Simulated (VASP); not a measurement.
Wanted: the native input for a VASP 6.6.1 run.

```yaml
Task: single point
Functional: r2SCAN
Potentials_or_basis: VASP PAW PBE potentials, release 64 (Nb_sv)
Cutoff: 520 eV
k_mesh: 9 × 9 × 6
Occupations: gaussian, width 0.1 eV
Spin: no spin polarisation
Dipole_correction: no
Further_INCAR_settings: ALGO = Normal; EDIFF = 1e-06; NBANDS = 12
```

Nb:

```
Nb
1.0
     2.87877    0.00000    0.00000
    -1.43939    2.49309    0.00000
     0.00000    0.00000    2.70321
Nb
1
Direct
  0.00000 0.00000 0.00000
```

The cell was built by a generator and needn't be a form met in nature.

These files were run (other wordings do the same):

POSCAR

```
Nb
1.0
    2.8787726823      0.0000000000      0.0000000000
   -1.4393863411      2.4930902746      0.0000000000
    0.0000000000      0.0000000000      2.7032132146
Nb
1
Direct
    0.0000000000      0.0000000000      0.0000000000
```

INCAR.step1

```
ALGO = Normal
EDIFF = 1E-4
ENCUT = 520
GGA = PE
ISMEAR = 0
LASPH = T
LCHARG = F
LREAL = F
LWAVE = T
NBANDS = 12
NELM = 100
PREC = Accurate
SIGMA = 0.1
```

INCAR.step2

```
ALGO = Normal
EDIFF = 1E-6
ENCUT = 520
ISIF = 2
ISMEAR = 0
ISTART = 1
LASPH = T
LCHARG = F
LMIXTAU = T
LREAL = F
LWAVE = F
METAGGA = R2SCAN
NBANDS = 12
NELM = 100
PREC = Accurate
SIGMA = 0.1
```

KPOINTS

```
k-points
0
Gamma
  9 9 6
```

Potentials or basis: VASP PAW PBE potentials, release 64 (Nb_sv).

Run with:

```bash
$ cat potpaw_PBE.64/Nb_sv/POTCAR > POTCAR
$ cp INCAR.step1 INCAR
$ mpirun -np 1 vasp_std > vasp.out
$ cp INCAR.step2 INCAR
$ mpirun -np 1 vasp_std > vasp.out
```

It gave:

| Item | Value |
| --- | --- |
| Pressure | -0.1 GPa |
| Band gap on the k mesh | none (metal or under the smearing width) |

Caveat: the k mesh is coarse (spacing up to 0.39 Å⁻¹), so the values aren't converged; the PAW data sets were made with another functional, which shifts forces and pressure a little.

Run time: 13 s on 1 thread of Intel(R) Xeon(R) 6975P-C (Granite Rapids), with other jobs on the host, peak memory 0.14 GiB.
